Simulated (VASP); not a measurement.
## ZnS (Wurtzite-2H): equation of state with PBEsol

The system is ZnS (Wurtzite-2H).

```
Zn S
1.0
     3.81100    0.00000    0.00000
    -1.90550    3.30042    0.00000
     0.00000    0.00000    6.23400
Zn S
2 2
Direct
  0.66667 0.33333 0.50000
  0.33333 0.66667 0.00000
  0.66667 0.33333 0.88500
  0.33333 0.66667 0.38500
```

```yaml
Program: VASP 6.6.1
Task: equation of state
Functional: PBEsol
Potentials_or_basis: VASP PAW PBE potentials, release 64 (Zn, S)
Cutoff: 520 eV
k_mesh: 8 × 8 × 5
Occupations: fermi-dirac, width 0.05 eV
Spin: no spin polarisation
Ladder: free
Further_INCAR_settings: ALGO = Normal; EDIFF = 1e-07; NBANDS = 26
```

| Property | Result |
| --- | --- |
| Equilibrium volume | 19.33 Å³/atom |
| Bulk modulus at fixed shape and positions | 78 GPa |
| Pressure derivative of the bulk modulus | 4.4 |

Energy against volume, from the lowest point:
```csv
volume (Å³/atom),energy (meV/atom)
18.427,11.00
18.819,3.27
19.211,0.00
19.603,0.74
19.995,5.06
20.387,12.61
20.779,23.04
```

All runs of the series together: 4.3 min on 1 thread of AMD EPYC 9R45 96-Core Processor (Zen 5) (shared host).

Caveat: the cell was scaled at fixed shape and fractional positions, which overstates the stiffness of a crystal with free parameters, most of all of layers and chains; the PAW data sets were made with another functional, which shifts forces and pressure a little.
